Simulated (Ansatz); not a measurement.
The calculation used DFT PBE, scalar-relativistic, plane waves, PAW (Ansatz 0.2.0). All cells share a 420 eV cutoff and Γ-centred k meshes spaced at most about 0.3 Å⁻¹ (about 0.25 or finer for metals, 2π included). No spin polarisation.

Temperature and zero-point effects are left out.

Compare these two cells of Ge4N3, each relaxed at this level.

A.

```
Ge N
1.0
     1.53843    0.88821   13.89460
    -1.53843    0.88821   13.89460
     0.00000   -1.77642   13.89460
Ge N
4 3
Direct
  0.71455 0.71455 0.71455
  0.11825 0.11825 0.11825
  0.27386 0.27386 0.27386
  0.86995 0.86995 0.86995
  0.75989 0.75989 0.75989
  0.22747 0.22747 0.22747
  0.03303 0.03303 0.03303
```

B.

```
Ge N
1.0
    -2.55848    2.55848    4.35938
     2.55848   -2.55848    4.35938
     2.55848    2.55848   -4.35938
Ge N
4 3
Direct
  0.10548 0.10548 0.44744
  0.65804 0.65804 0.55256
  0.89452 0.34196 0.00000
  0.34196 0.89452 0.00000
  0.00000 0.00000 0.00000
  0.00000 0.50000 0.50000
  0.50000 0.00000 0.50000
```

Problem. Which form is favoured at zero pressure, and by what margin per atom?

Solution. A is lower, by 0.33 eV/atom. A has space group R3m (No. 160), 16.3 Å³/atom and no gap on its mesh; B has space group I-42m (No. 121), 16.3 Å³/atom and no gap. Counting N atoms around Ge (those within 1.25 times the shortest such distance or 1.15 times the sum of covalent radii, 1.27 where that leaves under three; a slash parts the counts of unlike sites), A has Ge 1/3/4 and B has Ge 3. Even the lower one lies +0.18 eV/atom against the reference forms of the elements (uncorrected), so neither is stable at this level. In A, around Ge on its first site lie 4 N at 1.88–1.89 Å; Ge on its second site has 3 N at 2.06 Å; N on its first site has 1 Ge at 1.89 Å and 3 Ge at 2.06 Å; 4 more sites not described. In B, Ge is surrounded by 1 N at 1.92 Å and 2 N at 2.09 Å; N on a site of symmetry -42m has 4 Ge at 1.92 Å and 4 N at 2.56 Å; around N on a site of symmetry 222 lie 4 Ge at 2.09 Å and 2 N at 2.56 Å. Both come from invented guesses.

Weakly bound directions are ill-defined at this level, which has no dispersion term (R3m, I-42m), and this can change margins and order among such cells. In R3m, I-42m an odd number of electrons in the primitive cell allows no gap without spin; a larger cell or a magnetic state could open one. Cells relaxed within their symmetry can be saddle points.
